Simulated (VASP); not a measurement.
# Mg (Fm-3m) in VASP: notebook

One crystal, Mg, is run at these levels: PBE, rev-vdW-DF2; tasks: single point, relaxation of cell and atoms.

All numbers are computed with VASP 6.6.1; they aren't measurements. Logs are shortened: lines on timing, memory, paths and dates and some standing lists are left out, and cuts for length are marked.

**1. The structure**

Symmetry: Fm-3m, No. 225, cubic system. Conventional cell: a = 4.489 Å, b = 4.489 Å, c = 4.489 Å, α = 90.00°, β = 90.00°, γ = 90.00°. Mg (site symmetry m-3m) has 12 Mg at 3.17 Å as nearest neighbours.

This isn't the form of Mg at room conditions, which is hcp.

**2. Single point, PBE**

run.py

```python
from ase import Atoms
from ase.calculators.vasp import Vasp
from ase.dft.bandgap import bandgap

atoms = Atoms(
    ['Mg'],
    cell=[[0.0, 2.244256, 2.244256], [2.244256, 0.0, 2.244256], [2.244256, 2.244256, 0.0]],
    scaled_positions=[[0.0, 0.0, 0.0]],
    pbc=True,
)
calc = Vasp(
    directory='calc',
    xc='pbe',
    pp='PBE',
    setups='minimal',
    prec='Accurate',
    encut=500,
    ediff=1e-06,
    ismear=0,
    sigma=0.02,
    lreal=False,
    lasph=True,
    nelm=60,
    algo='Fast',
    isif=2,
    lwave=False,
    lcharg=False,
    kpts=[10, 10, 10],
    gamma=True,
    nbands=7,
)
atoms.calc = calc

print('energy (eV):', atoms.get_potential_energy())
print('free energy (eV):', atoms.get_potential_energy(force_consistent=True))
print('forces (eV/A):')
print(atoms.get_forces())
print('stress (eV/A^3, Voigt):', atoms.get_stress())
print('Fermi level (eV):', calc.get_fermi_level())
gap, top, bottom = bandgap(calc)
print('band gap (eV):', gap, 'from (spin, k, band)', top, 'to', bottom)
```

Potentials or basis: VASP PAW PBE potentials, release 64 (Mg).

The run is started by

```bash
$ python run.py
```

The program printed:

```text
energy (eV): -1.49366049
free energy (eV): -1.49372243
forces (eV/A):
[[0. 0. 0.]]
stress (eV/A^3, Voigt): [-0.00435645 -0.00435645 -0.00435645 -0.          0.          0.        ]
Fermi level (eV): 2.75194353
band gap (eV): 0.0 from (spin, k, band) (None, None, None) to (None, None, None)
```

OUTCAR:

```text
ENCUT = 500.000000
   EDIFF = 1.00e-06
   GGA = PE
   PREC = Accurate
   ISIF = 2
   ISMEAR = 0
   NELM = 60
   LASPH = .TRUE.
   LREAL = .FALSE.

 ion  position               nearest neighbor table
   1  0.000  0.000  0.000-

  LATTYP: Found a face centered cubic cell.
 ALAT       =     4.4885120000

  Lattice vectors:

 A1 = (   0.0000000000,   2.2442560000,   2.2442560000)
 A2 = (   2.2442560000,   0.0000000000,   2.2442560000)
 A3 = (   2.2442560000,   2.2442560000,   0.0000000000)

Analysis of symmetry for initial positions (statically):
=====================================================================
 Subroutine PRICEL returns:
 Original cell was already a primitive cell.

 Routine SETGRP: Setting up the symmetry group for a
 face centered cubic supercell.

 Subroutine GETGRP returns: Found 48 space group operations
 (whereof 48 operations were pure point group operations)
 out of a pool of 48 trial point group operations.

The static configuration has the point symmetry O_h .

Analysis of symmetry for dynamics (positions and initial velocities):
=====================================================================
 Subroutine PRICEL returns:
 Original cell was already a primitive cell.

 Routine SETGRP: Setting up the symmetry group for a
 face centered cubic supercell.

 Subroutine GETGRP returns: Found 48 space group operations
 (whereof 48 operations were pure point group operations)
 out of a pool of 48 trial point group operations.

The dynamic configuration has the point symmetry O_h .

 Subroutine INISYM returns: Found 48 space group operations
 (whereof 48 operations are pure point group operations),
 and found     1 'primitive' translations

----------------------------------------------------------------------------------------

                                     Primitive cell

  volume of cell :      22.6072

  direct lattice vectors                    reciprocal lattice vectors
     0.000000000  2.244256000  2.244256000    -0.222790983  0.222790983  0.222790983
     2.244256000  0.000000000  2.244256000     0.222790983 -0.222790983  0.222790983
     2.244256000  2.244256000  0.000000000     0.222790983  0.222790983 -0.222790983

  length of vectors
     3.173857273  3.173857273  3.173857273     0.385885302  0.385885302  0.385885302

  position of ions in fractional coordinates (direct lattice)
     0.000000000  0.000000000  0.000000000

  ion indices of the primitive-cell ions
   primitive index   ion index
                 1           1

----------------------------------------------------------------------------------------

 KPOINTS: KPOINTS created by Atomic Simulation Env

Automatic generation of k-mesh.
 Grid dimensions read from file:
 generate k-points for:   10   10   10

 Generating k-lattice:

  Cartesian coordinates                     Fractional coordinates (reciprocal lattice)
    -0.022279098  0.022279098  0.022279098     0.100000000  0.000000000  0.000000000
     0.022279098 -0.022279098  0.022279098     0.000000000  0.100000000  0.000000000
     0.022279098  0.022279098 -0.022279098     0.000000000  0.000000000  0.100000000

  Length of vectors
     0.038588530  0.038588530  0.038588530

  Shift w.r.t. Gamma in fractional coordinates (k-lattice)
     0.000000000  0.000000000  0.000000000

 Subroutine IBZKPT returns following result:
 ===========================================

 Found     47 irreducible k-points:

 Following reciprocal coordinates:
            Coordinates               Weight
  0.000000  0.000000  0.000000      1.000000
  0.100000  0.000000  0.000000      8.000000
  0.200000  0.000000  0.000000      8.000000
  0.300000  0.000000  0.000000      8.000000
  0.400000  0.000000  0.000000      8.000000
  0.500000  0.000000  0.000000      4.000000
[... 39 lines left out ...]
 -0.300000  0.400000  0.200000     24.000000
 -0.300000  0.500000  0.200000     12.000000
   k-points           NKPTS =     47   k-points in BZ     NKDIM =     47   number of bands    NBANDS=      7
   number of dos      NEDOS =    301   number of ions     NIONS =      1
   total plane-waves  NPLWV =  13824
   dimension x,y,z NGX =    24 NGY =   24 NGZ =   24
   dimension x,y,z NGXF=    48 NGYF=   48 NGZF=   48
   ions per type =               1
   NGX,Y,Z   is equivalent  to a cutoff of  12.57, 12.57, 12.57 a.u.
   NGXF,Y,Z  is equivalent  to a cutoff of  25.14, 25.14, 25.14 a.u.
 SYSTEM =  unknown system
   PREC   = accura    normal or accurate (medium, high low for compatibility)
   ISTART =      0    job   : 0-new  1-cont  2-samecut
   ICHARG =      2    charge: 1-file 2-atom 10-const
   ISPIN  =      1    spin polarized calculation?
   LNONCOLLINEAR =      F non collinear calculations
   LSORBIT =      F    spin-orbit coupling
   LASPH  =      T    aspherical Exc in radial PAW
   ENCUT  =  500.0 eV  36.75 Ry    6.06 a.u.   5.79  5.79  5.79*2*pi/ulx,y,z
   NELM   =     60;   NELMIN=  2; NELMDL= -5     # of ELM steps
   EDIFF  = 0.1E-05   stopping-criterion for ELM
   LREAL  =      F    real-space projection
   EDIFFG = 0.1E-04   stopping-criterion for IOM
   NSW    =      0    number of steps for IOM
   IBRION =     -1    ionic relax: 0-MD 1-quasi-New 2-CG
   NFREE  =      0    steps in history (QN), initial steepest desc. (CG)
   ISIF   =      2    stress and relaxation
   ISYM   =      2    0-nonsym 1-usesym 2-fastsym
   POTIM  = 0.5000    time-step for ionic-motion
   TEBEG  =    0.0;   TEEND  =   0.0 temperature during run
   PSTRESS=    0.0 pullay stress
   NELECT =       2.0000    total number of electrons
   NUPDOWN=      -1.0000    fix difference up-down
   EMIN   =  10.00;   EMAX   =-10.00  energy-range for DOS
   EFERMI =   0.00;   METHOD = LEGACY
   ISMEAR =     0;   SIGMA  =   0.02  broadening in eV -4-tet -1-fermi 0-gaus
   EFERMI_NEDOS =   21; number of points for ismear=-14 and -15
   IALGO  =     68    algorithm
   IMIX   =      4    mixing-type and parameters
     AMIX     =   0.40;   BMIX     =  1.00
     AMIX_MAG =   1.60;   BMIX_MAG =  1.00
  volume/ion in A,a.u.               =      22.61       152.56
  Fermi-wavevector in a.u.,A,eV,Ry     =   0.729462  1.378483  7.239854  0.532114
  Thomas-Fermi vector in A             =   1.821189
   LORBIT       =      0    0 simple, 1 ext, 2 COOP (PROOUT), +10 PAW based schemes
   GGA     = PE    functional components
   LHFCALC =     F    Hartree Fock is set to
   AEXX    =    0.0000 exact exchange contribution
   IVDW    =     0    specifies the selected vdW correction
   LEPSILON=     F    determine dielectric tensor
   LRPA    =     F    only Hartree local field effects (RPA)
 non-spin polarized calculation
 RMM-DIIS sequential band-by-band and
 Gauss-broadening in eV      SIGMA  =   0.02
  energy-cutoff  :      500.00
  volume of cell :       22.61
 maximum number of plane-waves:       589
   NGX = 11   NGY = 11   NGZ = 11

 number of electron       2.0000000 magnetization

 Free energy of the ion-electron system (eV)
  ---------------------------------------------------
  ext. energy  EPLUGINS =         0.00000000
  ---------------------------------------------------
  free energy    TOTEN  =        -1.49372243 eV

  energy without entropy =       -1.49359855  energy(sigma->0) =       -1.49366049

 E-fermi :   2.7519     XC(G=0):  -8.5393

 val. band max:        2.7458359561   @ k =  -0.4000   0.5000   0.1000
 cond. band min:       2.8672738816   @ k =  -0.3000   0.4000   0.1000
 fundamental gap:      0.1214379255
 Fermi energy:         2.7519435332

 k-point     1 :       0.0000    0.0000    0.0000
  band No.  band energies     occupation
      1      -4.2848      2.00000
      2      15.1574      0.00000
      3      15.1574      0.00000
      4      15.1574      0.00000
      5      17.1706      0.00000
      6      17.1706      0.00000
      7      17.1709      0.00000

 k-point     2 :       0.1000    0.0000    0.0000
  band No.  band energies     occupation
      1      -4.0602      2.00000
      2      12.5251      0.00000
      3      14.7317      0.00000
      4      14.7317      0.00000
      5      17.0244      0.00000
      6      17.9740      0.00000
      7      17.9740      0.00000

 k-point     3 :       0.2000    0.0000    0.0000
  band No.  band energies     occupation
      1      -3.3898      2.00000
      2       9.2462      0.00000
      3      14.1808      0.00000
      4      14.1808      0.00000
      5      16.5380      0.00000
      6      18.1045      0.00000
      7      18.1045      0.00000

 k-point     4 :       0.3000    0.0000    0.0000
  band No.  band energies     occupation
      1      -2.2828      2.00000
      2       6.2212      0.00000
      3      13.8950      0.00000
      4      13.8950      0.00000
      5      16.2376      0.00000
      6      16.5814      0.00000
      7      16.5814      0.00000

 k-point     5 :       0.4000    0.0000    0.0000
  band No.  band energies     occupation
      1      -0.7559      2.00000
      2       3.5339      0.00000
      3      13.9120      0.00000
      4      13.9120      0.00000
      5      15.4562      0.00000
      6      15.4562      0.00000
      7      16.2324      0.00000
[... 321 lines left out ...]
 k-point    38 :      -0.4000    0.3000    0.1000
  band No.  band energies     occupation
      1       1.7720      2.00000
      2       3.2507      0.00000
      3       7.4765      0.00000
      4       9.1853      0.00000
      5      14.5361      0.00000
      6      18.4048      0.00000
      7      19.9846      0.00000

 k-point    39 :      -0.3000    0.3000    0.1000
  band No.  band energies     occupation
      1       1.1621      2.00000
      2       3.9508      0.00000
      3       6.9935      0.00000
      4       9.8439      0.00000
      5      15.3219      0.00000
      6      17.7328      0.00000
      7      20.5956      0.00000

 k-point    40 :      -0.2000    0.3000    0.1000
  band No.  band energies     occupation
      1      -0.4678      2.00000
      2       5.9820      0.00000
      3       7.3219      0.00000
      4      10.9534      0.00000
      5      16.4494      0.00000
      6      16.8967      0.00000
      7      18.5849      0.00000

 [... further k-points ...]

------------------------ aborting loop because EDIFF is reached ----------------------------------------

  FORCE on cell =-STRESS in cart. coord.  units (eV):
  Direction    XX          YY          ZZ          XY          YZ          ZX
  --------------------------------------------------------------------------------------
  -------------------------------------------------------------------------------------
  Total        0.0984872      0.0984872      0.0984872      0.0000000      0.0000000     -0.0000000
  in kB        6.9798066      6.9798066      6.9798066      0.0000000      0.0000000     -0.0000000
  external PRESSURE =       6.9798066 kB  Pullay stress =       0.0000000 kB

 VOLUME and BASIS-vectors are now :
 -----------------------------------------------------------------------------
  energy-cutoff  :      500.00
  volume of cell :       22.61
      direct lattice vectors                 reciprocal lattice vectors
     0.000000000  2.244256000  2.244256000    -0.222790983  0.222790983  0.222790983
     2.244256000  0.000000000  2.244256000     0.222790983 -0.222790983  0.222790983
     2.244256000  2.244256000  0.000000000     0.222790983  0.222790983 -0.222790983

 POSITION                                       TOTAL-FORCE (eV/Angst)
 -----------------------------------------------------------------------------------
      0.00000      0.00000      0.00000         0.000000      0.000000      0.000000
 -----------------------------------------------------------------------------------
    total drift:                               -0.000000      0.000000      0.000000

  FREE ENERGIE OF THE ION-ELECTRON SYSTEM (eV)
  ---------------------------------------------------
  free  energy   TOTEN  =        -1.4937224321 eV

  energy  without entropy=       -1.4935985498  energy(sigma->0) =       -1.49366049
```

INCAR:

```text
ENCUT = 500.000000
SIGMA = 0.020000
EDIFF = 1.00e-06
ALGO = Fast
GGA = PE
PREC = Accurate
ISIF = 2
ISMEAR = 0
NBANDS = 7
NELM = 60
LASPH = .TRUE.
LCHARG = .FALSE.
LWAVE = .FALSE.
LREAL = .FALSE.
```

It took 4.8 s on 1 thread of Intel Xeon 6975P-C (Granite Rapids), shared host; peak memory 0.13 GiB.

What came out:

* Free energy: -1.4937 eV
* Pressure: 0.7 GPa
* Band gap on the k mesh: none (metal or under the smearing width)

Levels at points of the mesh, in eV from the Fermi level:
| k point | band 1 | band 2 | band 3 | band 4 | band 5 | band 6 |
| --- | --- | --- | --- | --- | --- | --- |
| (0.00, 0.00, 0.00) | -7.04 | 12.41 | 12.41 | 12.41 | 14.42 | 14.42 |
| (0.50, 0.00, 0.00) | -1.78 | -1.33 | 11.30 | 11.30 | 12.19 | 12.19 |
| (0.50, 0.50, 0.00) | -0.27 | 0.76 | 6.07 | 6.98 | 6.98 | 9.88 |

(Continued in part 2 of 2.)
